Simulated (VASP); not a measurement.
# Mg (Fm-3m) in VASP: settings compared, part 2 of 3

VASP 6.6.1. Earlier steps stand in the parts before.

## Step 3: Electrostatic potential, PW91

This run uses another cell than the first one: it holds 4 atoms, not 1.

INCAR reads:

```
ALGO = Fast
EDIFF = 1E-6
ENCUT = 520
GGA = 91
ISIF = 2
ISMEAR = 1
LASPH = T
LCHARG = T
LREAL = F
LVHAR = T
LWAVE = F
NELM = 80
PREC = Accurate
SIGMA = 0.2
```

Mg.cif reads:

```cif
data_Mg
_cell_length_a 4.48851200
_cell_length_b 4.48851200
_cell_length_c 4.48851200
_cell_angle_alpha 90.00000000
_cell_angle_beta 90.00000000
_cell_angle_gamma 90.00000000
_space_group_name_H-M_alt 'Fm-3m'
_space_group_name_Hall '-F 4 2 3'
_space_group_IT_number 225
loop_
_space_group_symop_operation_xyz
'x,y,z'
'-x,-y,-z'
'-y,x,z'
'y,-x,-z'
'-x,-y,z'
'x,y,-z'
'y,-x,z'
'-y,x,-z'
'x,-y,-z'
'-x,y,z'
'-y,-x,-z'
'y,x,z'
'-x,y,-z'
'x,-y,z'
'y,x,-z'
'-y,-x,z'
'z,x,y'
'-z,-x,-y'
'z,-y,x'
'-z,y,-x'
'z,-x,-y'
'-z,x,y'
'z,y,-x'
'-z,-y,x'
'-z,x,-y'
'z,-x,y'
'-z,-y,-x'
'z,y,x'
'-z,-x,y'
'z,x,-y'
'-z,y,x'
'z,-y,-x'
'y,z,x'
'-y,-z,-x'
'x,z,-y'
'-x,-z,y'
'-y,z,-x'
'y,-z,x'
'-x,z,y'
'x,-z,-y'
'-y,-z,x'
'y,z,-x'
'-x,-z,-y'
'x,z,y'
'y,-z,-x'
'-y,z,x'
'x,-z,y'
'-x,z,-y'
'x,y+1/2,z+1/2'
'-x,-y+1/2,-z+1/2'
'-y,x+1/2,z+1/2'
[... 62 lines left out ...]
'-z+1/2,-x,-y+1/2'
'z+1/2,-y,x+1/2'
'-z+1/2,y,-x+1/2'
'z+1/2,-x,-y+1/2'
'-z+1/2,x,y+1/2'
'z+1/2,y,-x+1/2'
'-z+1/2,-y,x+1/2'
'-z+1/2,x,-y+1/2'
'z+1/2,-x,y+1/2'
'-z+1/2,-y,-x+1/2'
'z+1/2,y,x+1/2'
'-z+1/2,-x,y+1/2'
'z+1/2,x,-y+1/2'
'-z+1/2,y,x+1/2'
'z+1/2,-y,-x+1/2'
'y+1/2,z,x+1/2'
'-y+1/2,-z,-x+1/2'
'x+1/2,z,-y+1/2'
'-x+1/2,-z,y+1/2'
'-y+1/2,z,-x+1/2'
'y+1/2,-z,x+1/2'
'-x+1/2,z,y+1/2'
'x+1/2,-z,-y+1/2'
'-y+1/2,-z,x+1/2'
'y+1/2,z,-x+1/2'
'-x+1/2,-z,-y+1/2'
'x+1/2,z,y+1/2'
'y+1/2,-z,-x+1/2'
'-y+1/2,z,x+1/2'
'x+1/2,-z,y+1/2'
'-x+1/2,z,-y+1/2'
'x+1/2,y+1/2,z'
'-x+1/2,-y+1/2,-z'
'-y+1/2,x+1/2,z'
'y+1/2,-x+1/2,-z'
'-x+1/2,-y+1/2,z'
'x+1/2,y+1/2,-z'
'y+1/2,-x+1/2,z'
'-y+1/2,x+1/2,-z'
'x+1/2,-y+1/2,-z'
'-x+1/2,y+1/2,z'
'-y+1/2,-x+1/2,-z'
'y+1/2,x+1/2,z'
'-x+1/2,y+1/2,-z'
'x+1/2,-y+1/2,z'
'y+1/2,x+1/2,-z'
'-y+1/2,-x+1/2,z'
'z+1/2,x+1/2,y'
'-z+1/2,-x+1/2,-y'
'z+1/2,-y+1/2,x'
'-z+1/2,y+1/2,-x'
'z+1/2,-x+1/2,-y'
'-z+1/2,x+1/2,y'
'z+1/2,y+1/2,-x'
'-z+1/2,-y+1/2,x'
'-z+1/2,x+1/2,-y'
'z+1/2,-x+1/2,y'
'-z+1/2,-y+1/2,-x'
'z+1/2,y+1/2,x'
'-z+1/2,-x+1/2,y'
'z+1/2,x+1/2,-y'
'-z+1/2,y+1/2,x'
'z+1/2,-y+1/2,-x'
'y+1/2,z+1/2,x'
'-y+1/2,-z+1/2,-x'
'x+1/2,z+1/2,-y'
'-x+1/2,-z+1/2,y'
'-y+1/2,z+1/2,-x'
'y+1/2,-z+1/2,x'
'-x+1/2,z+1/2,y'
'x+1/2,-z+1/2,-y'
'-y+1/2,-z+1/2,x'
'y+1/2,z+1/2,-x'
'-x+1/2,-z+1/2,-y'
'x+1/2,z+1/2,y'
'y+1/2,-z+1/2,-x'
'-y+1/2,z+1/2,x'
'x+1/2,-z+1/2,y'
'-x+1/2,z+1/2,-y'
loop_
_atom_site_label
_atom_site_type_symbol
_atom_site_symmetry_multiplicity
_atom_site_Wyckoff_symbol
_atom_site_fract_x
_atom_site_fract_y
_atom_site_fract_z
_atom_site_occupancy
Mg1 Mg 4 a 0.0000000000 0.0000000000 0.0000000000 1
```

KPOINTS reads:

```
k-points
0
Gamma
  6 6 6
```

POSCAR reads:

```
Mg
 1.0000000000000000
     4.4885120000000001    0.0000000000000000    0.0000000000000000
     0.0000000000000000    4.4885120000000001    0.0000000000000000
     0.0000000000000000    0.0000000000000000    4.4885120000000001
 Mg 
   4
Cartesian
  0.0000000000000000  0.0000000000000000  0.0000000000000000
  0.0000000000000000  2.2442560000000000  2.2442560000000000
  2.2442560000000000  0.0000000000000000  2.2442560000000000
  2.2442560000000000  2.2442560000000000  0.0000000000000000
```

Potentials or basis: VASP PAW PBE potentials, release 64 (Mg).

The run is started by

```console
ase convert -i cif -o vasp Mg.cif POSCAR
cat potpaw_PBE.64/Mg/POTCAR > POTCAR
mpirun -np 1 vasp_std > vasp.out
```

OUTCAR:

```text
EDIFF = 1E-6
   ENCUT = 520
   GGA = 91
   ISIF = 2
   ISMEAR = 1
   LASPH = T
   LREAL = F
   NELM = 80
   PREC = Accurate

 ion  position               nearest neighbor table
   1  0.000  0.000  0.000-   2 3.17   3 3.17   4 3.17   2 3.17   3 3.17   2 3.17   4 3.17   2 3.17
                             3 3.17   4 3.17   3 3.17   4 3.17
   2  0.000  0.500  0.500-   1 3.17   3 3.17   4 3.17   1 3.17   4 3.17   1 3.17   3 3.17   1 3.17
                             3 3.17   4 3.17   4 3.17   3 3.17
   3  0.500  0.000  0.500-   1 3.17   2 3.17   4 3.17   1 3.17   4 3.17   2 3.17   4 3.17   4 3.17
                             1 3.17   2 3.17   1 3.17   2 3.17
   4  0.500  0.500  0.000-   1 3.17   2 3.17   3 3.17   2 3.17   3 3.17   1 3.17   3 3.17   3 3.17
                             1 3.17   2 3.17   2 3.17   1 3.17

  LATTYP: Found a simple cubic cell.
 ALAT       =     4.4885120000

  Lattice vectors:

 A1 = (   4.4885120000,   0.0000000000,   0.0000000000)
 A2 = (   0.0000000000,   4.4885120000,   0.0000000000)
 A3 = (   0.0000000000,   0.0000000000,   4.4885120000)

[... 196 lines left out ...]

 k-point     1 :       0.0000    0.0000    0.0000
  band No.  band energies     occupation
      1      -4.2957      2.00000
      2       2.4574      2.01130
      3       2.4574      2.01130
      4       2.4574      2.01130
      5       3.5030     -0.00000
      6       3.5030     -0.00000
      7       3.5030     -0.00000
      8       8.8093      0.00000
[... 199 lines left out ...]
 k-point    20 :       0.5000    0.5000    0.5000
  band No.  band energies     occupation
      1       0.9636      2.00000
      2       0.9636      2.00000
      3       0.9636      2.00000
      4       0.9636      2.00000
      5       1.3966      2.00000
      6       1.3966      2.00000
      7       1.3966      2.00000
      8       1.3966      2.00000

------------------------ aborting loop because EDIFF is reached ----------------------------------------

  FORCE on cell =-STRESS in cart. coord.  units (eV):
  Direction    XX          YY          ZZ          XY          YZ          ZX
  --------------------------------------------------------------------------------------
  -------------------------------------------------------------------------------------
  Total        0.3350942      0.3350942      0.3350942     -0.0000000      0.0000000     -0.0000000
  in kB        5.9370453      5.9370453      5.9370453     -0.0000000      0.0000000     -0.0000000
  external PRESSURE =       5.9370453 kB  Pullay stress =       0.0000000 kB

 VOLUME and BASIS-vectors are now :
 -----------------------------------------------------------------------------
  energy-cutoff  :      520.00
  volume of cell :       90.43
      direct lattice vectors                 reciprocal lattice vectors
     4.488512000  0.000000000  0.000000000     0.222790983  0.000000000  0.000000000
     0.000000000  4.488512000  0.000000000     0.000000000  0.222790983  0.000000000
     0.000000000  0.000000000  4.488512000     0.000000000  0.000000000  0.222790983

 POSITION                                       TOTAL-FORCE (eV/Angst)
 -----------------------------------------------------------------------------------
      0.00000      0.00000      0.00000        -0.000000     -0.000000     -0.000000
      0.00000      2.24426      2.24426         0.000000      0.000000     -0.000000
      2.24426      0.00000      2.24426         0.000000     -0.000000     -0.000000
      2.24426      2.24426      0.00000         0.000000      0.000000      0.000000
 -----------------------------------------------------------------------------------
    total drift:                                0.000000     -0.000000     -0.000000

  FREE ENERGIE OF THE ION-ELECTRON SYSTEM (eV)
  ---------------------------------------------------
  free  energy   TOTEN  =        -5.8421409893 eV

  energy  without entropy=       -5.8356436590  energy(sigma->0) =       -5.83997521
```

OSZICAR:

```text
N       E                     dE             d eps       ncg     rms          rms(c)
DAV:   1     0.522747448962E+01    0.52275E+01   -0.27168E+03   320   0.724E+02
DAV:   2    -0.567576266064E+01   -0.10903E+02   -0.10481E+02   440   0.554E+01
DAV:   3    -0.585287528434E+01   -0.17711E+00   -0.16338E+00   440   0.738E+00
DAV:   4    -0.585350524560E+01   -0.62996E-03   -0.62988E-03   376   0.465E-01
DAV:   5    -0.585350946789E+01   -0.42223E-05   -0.42221E-05   440   0.339E-02    0.127E+00
RMM:   6    -0.584565459396E+01    0.78549E-02   -0.20416E-03   322   0.505E-01    0.811E-01
RMM:   7    -0.584213776723E+01    0.35168E-02   -0.89705E-03   328   0.111E+00    0.440E-02
RMM:   8    -0.584212835601E+01    0.94112E-05   -0.11692E-04   331   0.108E-01    0.197E-02
RMM:   9    -0.584214075894E+01   -0.12403E-04   -0.13893E-05   340   0.355E-02    0.108E-03
RMM:  10    -0.584214098934E+01   -0.23040E-06   -0.17125E-06   260   0.120E-02
   1 F= -.58421410E+01 E0= -.58399752E+01  d E =-.649733E-02
```

stdout:

```text
POSCAR found type information on POSCAR Mg
 POSCAR found :  1 types and       4 ions
 scaLAPACK will be used
 -----------------------------------------------------------------------------
|                                                                             |
[... 29 lines left out ...]
|     molecular-dynamics runs (even for insulators or semiconductors),        |
|     since the presence of unoccupied bands improves wavefunction            |
|     prediction and helps to suppress 'band-crossings'.                      |
|                                                                             |
 -----------------------------------------------------------------------------
```

It took 6.5 s on 1 thread of Intel Xeon 6975P-C (Granite Rapids), shared host; peak memory 0.19 GiB.

What came out:

```
Free energy : -5.8421 eV
Pressure    : 0.6 GPa
```

Caveat: the PAW data sets were made with another functional, which shifts forces and pressure a little.

(Continued in part 3 of 3.)
